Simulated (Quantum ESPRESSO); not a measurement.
The system is BN.

```
CELL_PARAMETERS angstrom
0.00000 1.81300 1.81300
1.81300 0.00000 1.81300
1.81300 1.81300 0.00000
ATOMIC_POSITIONS crystal
N 0.25000 0.25000 0.25000
B 0.00000 0.00000 0.00000
```

The cell is a database's computed one.

* Program: Quantum ESPRESSO 7.5
* Task: phonons
* Functional: PBE
* Potentials or basis: JTH 2.0 PBE
* Cutoff: 707 eV
* Density cutoff: 4245 eV
* k mesh: 8 × 8 × 8, shifted
* Occupations: fermi-dirac, width 0.05 eV
* Spin: no spin polarisation
* Mixing beta: 0.5
* Most SCF iterations: 120
* SCF threshold: 4e-10 Ry

The first run showed a gap, so the response started from a second, tighter run with fixed occupations.

The run gives a transverse optical frequency of 1027 cm⁻¹, an electronic dielectric constant of 4.62 and Born charges of ±1.91 e.

**Question.** What are the longitudinal frequency and the static dielectric constant?

**Answer.** The longitudinal mode lies at 1261 cm⁻¹, 234 cm⁻¹ over the transverse one, and the static constant is 6.97. The two agree with the Lyddane-Sachs-Teller relation: (1261/1027)² = 1.51 and 6.97/4.62 = 1.51.
